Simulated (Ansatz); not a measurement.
# Worked example: GeH2(CH3)2 + C3H6S → GeH2(CH3)(SH) + C4H8

Species: GeH2(CH3)2, singlet; C3H6S `C=CCS`, singlet; GeH2(CH3)(SH), singlet; C4H8 (1-butene) `C=CCC`, singlet. The partners trade CH3 for SH: Ge–CH3 and C–SH bonds give way to Ge–SH and C–CH3.

Shapes, held fixed at every level: PBE0-D4/def2-TZVP. Flexible molecules stand in one conformer, not always the lowest. Programs: Ansatz 0.2.0. The zero-point and thermal change to 298 K, harmonic and unscaled (PBE0-D4/def2-TZVP), is +3.9 kJ/mol.

At CCSD(T)/def2-TZVPP; 1 Eh = 2625.50 kJ/mol:

```
      species   energy (Eh)
   GeH2(CH3)2  -2156.490113
        C3H6S   -515.414041
GeH2(CH3)(SH)  -2515.006755
         C4H8   -156.924127
```

Work out ΔH(298 K) of the reaction at this level.


1. Products less reactants: (-2515.006755) + (-156.924127) − [(-2156.490113) + (-515.414041)] = -0.026728 Eh = -70.2 kJ/mol.
2. With the thermal change: -70.2 + (+3.9) = -66.3 kJ/mol.

Other levels give -77.3 (CCSD/def2-SVP) to -66.4 kJ/mol (PBE-D4/def2-TZVPP). No measured value is set beside it here. Relativity is left out for Ge unless named. Correlated rows may include outer-core shells of Ge, which these sets cover unevenly.
